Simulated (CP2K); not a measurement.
The system is AlN.

```
Al N
1.0
     3.11300    0.00000    0.00000
    -1.55650    2.69594    0.00000
     0.00000    0.00000    4.98100
Al N
2 2
Cartesian
  1.5565 0.8986 2.4905
  0.0000 1.7973 0.0000
  1.5565 0.8986 4.3833
  0.0000 1.7973 1.8928
```

Program: CP2K 2026.2. Alike in all runs: task band structure; no spin polarisation; cell as given; k mesh 10 × 10 × 6; smearing fermi-dirac 0.05 eV.

Question: Order these runs on this cell by their pressure, lowest first.
A. level LDA; potentials or basis GTH_POTENTIALS Al GTH-PADE-q3, N GTH-PADE-q5; TZVP-MOLOPT-PBE-GTH basis; EPS_DEFAULT 1.0E-9; NGRIDS 4; points a segment of the path (NPOINTS) 8; bands added on the path 6; CUTOFF of the grids 450 Ry
B. level r2SCAN; potentials or basis POTENTIAL_UZH Al GTH-SCAN-q3, N GTH-SCAN-q5; TZVP-MOLOPT-SCAN-GTH basis; EPS_DEFAULT 1.0E-9; NGRIDS 4; points a segment of the path (NPOINTS) 8; bands added on the path 2; CUTOFF of the grids 675 Ry
C. level PBEsol; potentials or basis POTENTIAL_UZH Al GTH-PBE-q3, N GTH-PBE-q5; TZVP-MOLOPT-PBE-GTH basis; EPS_DEFAULT 1.0E-10; NGRIDS 5; points a segment of the path (NPOINTS) 10; bands added on the path 4; CUTOFF of the grids 450 Ry

Answer: A (-5.8 GPa), B (-3.4 GPa), C (2.4 GPa).

Caveats: the basis of atomic orbitals isn't converged, which shifts pressures, moduli and gaps; the potentials were made for another functional, which shifts forces and pressure (some runs).
